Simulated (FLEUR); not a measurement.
# MoS2 (R-3m) in FLEUR: notebook

Runs on MoS2. Level: PBEsol+U. Tasks: single point.

Program: FLEUR MaX-R8.1 (later development tree). These are calculated values, not measurements. Logs are shortened: lines on timing, memory, paths and dates and some standing lists are left out, and cuts for length are marked.

**1. Starting point**

Symmetry: R-3m, No. 166, trigonal system. Conventional cell: a = 3.171 Å, b = 3.171 Å, c = 18.345 Å, α = 90.00°, β = 90.00°, γ = 120.00°. Around Mo (site symmetry -3m) lie 6 S at 2.39 Å. S (site symmetry 3m) is surrounded by 3 Mo at 2.39 Å.

Measurements of this composition are mostly on another form, of space group No. 194.

**2. Single point, PBEsol+U**

File inp.xml:

```xml
<?xml version="1.0" encoding="UTF-8" standalone="no"?>
<fleurInput fleurInputVersion="0.39">
   <comment>
      MoS2                                                                                                
   </comment>
   <calculationSetup>
      <cutoffs Kmax="5.54" Gmax="17.2" GmaxXC="17.2" numbands="0"/>
      <scfLoop itmax="100" minDistance="0.0002" maxIterBroyd="50" imix="Anderson" alpha="0.05" precondParam="0.0" spinf="2.0" sdNocoIR="T"/>
      <coreElectrons ctail="T" frcor="F" kcrel="0" coretail_lmax="0"/>
      <xcFunctional name="PBEs" relativisticCorrections="F"/>
      <magnetism jspins="1"/>
      <soc l_soc="F" theta="0.0" phi="0.0" spav="F"/>
      <expertModes spex="0" secvar="F"/>
      <geometryOptimization l_f="F" forcealpha="1.0" forcemix="BFGS" epsdisp="0.00001" epsforce="0.00001"/>
      <ldaU l_linMix="F" mixParam="0.05" spinf="1.0"/>
   </calculationSetup>
   <cell>
      <bzIntegration valenceElectrons="26.0" mode="hist" fermiSmearingEnergy="0.00183747">
         <kPointListSelection listName="default-1"/>
         <!-- k-points included here -->
         <xi:include xmlns:xi="http://www.w3.org/2001/XInclude" href="kpts.xml"> </xi:include>
      </bzIntegration>
      <!-- symmetry operations included here -->
      <xi:include xmlns:xi="http://www.w3.org/2001/XInclude" href="sym.xml"> </xi:include>
      <bulkLattice scale="1.0">
         <bravaisMatrix>
            <row-1>    2.9961607705532995     1.7298342274140575    11.5556689529049077</row-1>
            <row-2>   -2.9961607705532995     1.7298342274140575    11.5556689529049077</row-2>
            <row-3>    0.0000000000000000    -3.4596684548281149    11.5556689529049077</row-3>
         </bravaisMatrix>
      </bulkLattice>
   </cell>
   <atomSpecies>
      <species name="Molybdenum (Mo)" element="Mo" atomicNumber="42">
         <mtSphere radius="2.36" gridPoints="791" logIncrement="0.016"/>
         <atomicCutoffs lmax="10" lnonsphr="10"/>
         <electronConfig flipSpins="F">
            <coreConfig>(1s1/2) (2s1/2) (2p1/2) (2p3/2) (3s1/2) (3p1/2) (3p3/2) (3d3/2) (3d5/2)</coreConfig>
            <valenceConfig>(4s1/2) (4p1/2) (4p3/2) (5s1/2) (4d3/2) (4d5/2)</valenceConfig>
            <stateOccupation state="(5s1/2)" spinUp="0.500000" spinDown="0.500000"/>
            <stateOccupation state="(4d3/2)" spinUp="1.000000" spinDown="1.000000"/>
            <stateOccupation state="(4d5/2)" spinUp="1.500000" spinDown="1.500000"/>
         </electronConfig>
         <energyParameters s="5" p="5" d="4" f="4"/>
         <ldaU l="2" U="5" J="0.0" l_amf="F"/>
         <lo type="SCLO" l="0" n="4" eDeriv="0"/>
         <lo type="SCLO" l="1" n="4" eDeriv="0"/>
         <lo type="SCLO" l="1" n="4" eDeriv="1"/>
         <lo type="SCLO" l="3" n="4" eDeriv="2"/>
      </species>
      <species name="Sulfur (S)" element="S" atomicNumber="16">
         <mtSphere radius="1.77" gridPoints="593" logIncrement="0.019"/>
         <atomicCutoffs lmax="8" lnonsphr="8"/>
         <electronConfig flipSpins="F">
            <coreConfig>(1s1/2) (2s1/2) (2p1/2) (2p3/2)</coreConfig>
            <valenceConfig>(3s1/2) (3p1/2) (3p3/2)</valenceConfig>
            <stateOccupation state="(3p1/2)" spinUp="0.666667" spinDown="0.666667"/>
            <stateOccupation state="(3p3/2)" spinUp="1.333333" spinDown="1.333333"/>
         </electronConfig>
         <energyParameters s="3" p="3" d="3" f="4"/>
         <lo type="SCLO" l="0" n="3" eDeriv="2"/>
         <lo type="SCLO" l="1" n="3" eDeriv="2"/>
         <lo type="SCLO" l="2" n="3" eDeriv="2"/>
         <lo type="SCLO" l="3" n="4" eDeriv="2"/>
      </species>
   </atomSpecies>
   <atomGroups>
      <atomGroup species="Molybdenum (Mo)">
         <relPos label="                   1">.0000000000 .0000000000 .0000000000</relPos>
         <force calculate="T" relaxXYZ="TTT"/>
      </atomGroup>
      <atomGroup species="Sulfur (S)">
         <relPos label="                   2">1.000/4.000 1.000/4.000 1.000/4.000</relPos>
         <relPos label="                   3">-1.000/4.000 -1.000/4.000 -1.000/4.000</relPos>
         <force calculate="T" relaxXYZ="TTT"/>
      </atomGroup>
   </atomGroups>
   <output dos="F" band="F" slice="F">
      <checks vchk="F" cdinf="F"/>
      <bandDOS minEnergy="-.5*Htr" maxEnergy="0.5*Htr" sigma="0.015" storeEVData="T"/>
      <vacuumDOS vacdos="F" integ="F" star="F" nstars="0" locx1="0.0" locy1="0.0" locx2="0.0" locy2="0.0" nstm="0" tworkf="0.0"/>
      <unfoldingBand unfoldBand="F" supercellX="1" supercellY="1" supercellZ="1"/>
      <plotting iplot="0" polar="F">
         <plot TwoD="T" vec1="  1.0  0.0  0.0" vec2="  0.0  1.0  0.0" vec3="  0.0  0.0  1.0" zero="  0.0  0.0  0.0" file="plot"/>
      </plotting>
      <chargeDensitySlicing numkpt="0" minEigenval="0.0" maxEigenval="0.0" nnne="0" pallst="F"/>
      <specialOutput eonly="F"/>
      <moessbauerParams electricFieldGradient="T" isomerShift="T" coreHyperfine="T" valenceHyperfine="T"/>
      <magneticCircularDichroism mcd="F" energyLo="-10.0" energyUp="0.0"/>
   </output>
  <!-- We include the file relax.xml here to enable relaxations (see documentation) -->
  <xi:include xmlns:xi="http://www.w3.org/2001/XInclude" href="relax.xml"> <xi:fallback/> </xi:include>
</fleurInput>
```

File crystal.txt:

```
MoS2
&input cartesian=F /
1.5855000000  0.9153888518  6.1149966667
-1.5855000000  0.9153888518  6.1149966667
0.0000000000  -1.8307777036  6.1149966667
1.8897261246
1.0 1.0 1.0

3
42 0.0000000000  0.0000000000  0.0000000000
16 0.2500000000  0.2500000000  0.2500000000
16 0.7500000000  0.7500000000  0.7500000000

&kpt div1=8 div2=8 div3=8 gamma=T /
```

Potentials or basis: all-electron, FLAPW.

The run is started by

```sh
$ inpgen -f crystal.txt -profile fastHighL
$ # inp.xml edited to the form shown
$ fleur_MPI
```

What it wrote:

```text
Welcome to FLEUR        (www.flapw.de)
      MaX-Release 8.1          (www.max-centre.eu)

 ========== k-point set info ==========
 Selected k-point list: default-1
 k-point list type: mesh
 8 x 8 x 8
 Number of k points: 65

 ------------Calculation Setup---------------------------
 Number of MPI-tasks      :            1
 Number of PE/node        :            1
 Number of OMP-threads    :            1
 Most efficient MPI parallelization for:
           1           5          13          65
 Additional eigenvalue parallelization possible
 Number of basis functions:         1129
 Approximate size of matrices (H+S) per k-point:         0.019 GB
 --------------------------------------------------------
 no density matrix found ... skipping LDA+U
 Reset of history
 Iteration:     1   Distance:      15.25369567 me/bohr^3
 Iteration:     2   Distance:      15.81025783 me/bohr^3
 Iteration:     3   Distance:      13.21077124 me/bohr^3
 Iteration:     4   Distance:       8.53067124 me/bohr^3
 Iteration:     5   Distance:      11.25147859 me/bohr^3
 Iteration:     6   Distance:       3.64324128 me/bohr^3
 Iteration:     7   Distance:       2.79779741 me/bohr^3
 Iteration:     8   Distance:       1.46412382 me/bohr^3
 Iteration:     9   Distance:       1.54673399 me/bohr^3
 Iteration:    10   Distance:       0.32110086 me/bohr^3
 Iteration:    11   Distance:       0.36016812 me/bohr^3
 Iteration:    12   Distance:       0.10789403 me/bohr^3
 Iteration:    13   Distance:       0.05137248 me/bohr^3
 Iteration:    14   Distance:       0.04568116 me/bohr^3
 Iteration:    15   Distance:       0.01065719 me/bohr^3
 Iteration:    16   Distance:       0.01065390 me/bohr^3
 Iteration:    17   Distance:       0.00099601 me/bohr^3
 Iteration:    18   Distance:       0.00069678 me/bohr^3
 Iteration:    19   Distance:       0.00010916 me/bohr^3

 ********************************************************************
 Run finished successfully
 Stop message:
   all done
 ********************************************************************
```

Wall time 12 min (1 thread of Arm Neoverse V1, shared host); peak memory 0.19 GiB.

Results:

| Item | Value |
| --- | --- |
| Free energy | -131824.0156 eV |
| Band gap on the k mesh | none (metal or under the smearing width) |
| Valence electrons inside the program's atomic spheres | Mo 11.80; S 3.11 (radii Mo 2.36, S 1.77 bohr) |

Levels at points of the mesh, in eV from the Fermi level:
```csv
k point,band 9,band 10,band 11,band 12,band 13,band 14,band 15,band 16,band 17,band 18
"(0.00, 0.00, 0.00)",-4.12,-1.86,-1.22,-1.05,-1.05,-0.32,-0.32,3.46,3.46,5.80
"(0.00, 0.00, 0.50)",-5.30,-4.35,-2.98,-1.95,-1.71,1.25,2.04,3.44,4.20,5.22
"(0.00, 0.50, 0.50)",-4.65,-4.28,-2.99,-2.27,-1.92,1.25,1.84,3.89,4.43,4.69
"(0.50, 0.50, 0.50)",-4.10,-4.02,-1.04,-1.04,-0.42,-0.42,-0.01,3.58,3.58,5.70
```

Eigenvalues of the final occupation matrices:
| site | spin | trace | eigenvalues |
| --- | --- | --- | --- |
| atom type 1 | 1 | 3.31 | 0.59 0.59 0.69 0.73 0.73 |

Core levels (eV from the Fermi level):
```csv
atom,levels
1 Mo,"1s1/2 -19799.1, 2s1/2 -2794.8, 2p1/2 -2571.4, 2p3/2 -2464.9, 3s1/2 -474.2, 3p1/2 -389.2, 3p3/2 -371.7, 3d3/2 -221.3, 3d5/2 -218.0"
2 S,"1s1/2 -2395.9, 2s1/2 -205.7, 2p1/2 -151.6, 2p3/2 -150.4"
3 S,"1s1/2 -2395.9, 2s1/2 -205.7, 2p1/2 -151.6, 2p3/2 -150.4"
```

Caveat: U without spin polarisation on a metal has little footing.

**3. Single point, PBEsol+U**

inp.xml: that of step 2 with these lines changed.

```diff
@@ -44,3 +44,3 @@
          <energyParameters s="5" p="5" d="4" f="4"/>
-         <ldaU l="2" U="5" J="0.0" l_amf="F"/>
+         <ldaU l="2" U="6" J="0.0" l_amf="F"/>
          <lo type="SCLO" l="0" n="4" eDeriv="0"/>
```

crystal.txt is that of step 2.

Potentials or basis: all-electron, FLAPW.

The run is started by

```sh
$ inpgen -f crystal.txt -profile fastHighL
$ # inp.xml edited to the form shown
$ fleur_MPI
```

Run time: 13 min. Hardware: 1 thread of Arm Neoverse V1, shared host; peak memory 0.19 GiB.

It converged, with:

```yaml
Free_energy: -131822.9154 eV
Band_gap_on_the_k_mesh: none (metal or under the smearing width)
Valence_electrons_inside_the_program's_atomic_spheres: Mo 11.78; S 3.11 (radii Mo 2.36, S 1.77 bohr)
```

Levels at points of the mesh, in eV from the Fermi level:
```tsv
k point	band 10	band 11	band 12	band 13	band 14	band 15	band 16	band 17
(0.00, 0.00, 0.00)	-1.89	-1.22	-1.06	-1.06	-0.34	-0.34	3.47	3.47
(0.00, 0.00, 0.50)	-4.36	-3.02	-1.95	-1.74	1.30	2.06	3.44	4.22
(0.00, 0.50, 0.50)	-4.29	-3.01	-2.28	-1.94	1.30	1.86	3.89	4.39
(0.50, 0.50, 0.50)	-4.05	-1.05	-1.05	-0.44	-0.44	-0.01	3.59	3.59
```

Eigenvalues of the final occupation matrices:
```tsv
site	spin	trace	eigenvalues
atom type 1	1	3.29	0.58 0.58 0.68 0.73 0.73
```

Core levels (eV from the Fermi level):
| atom | levels |
| --- | --- |
| 1 Mo | 1s1/2 -19799.3, 2s1/2 -2795.0, 2p1/2 -2571.6, 2p3/2 -2465.1, 3s1/2 -474.4, 3p1/2 -389.4, 3p3/2 -371.8, 3d3/2 -221.5, 3d5/2 -218.2 |
| 2 S | 1s1/2 -2395.9, 2s1/2 -205.7, 2p1/2 -151.6, 2p3/2 -150.4 |
| 3 S | 1s1/2 -2395.9, 2s1/2 -205.7, 2p1/2 -151.6, 2p3/2 -150.4 |

Caveat: U without spin polarisation on a metal has little footing.
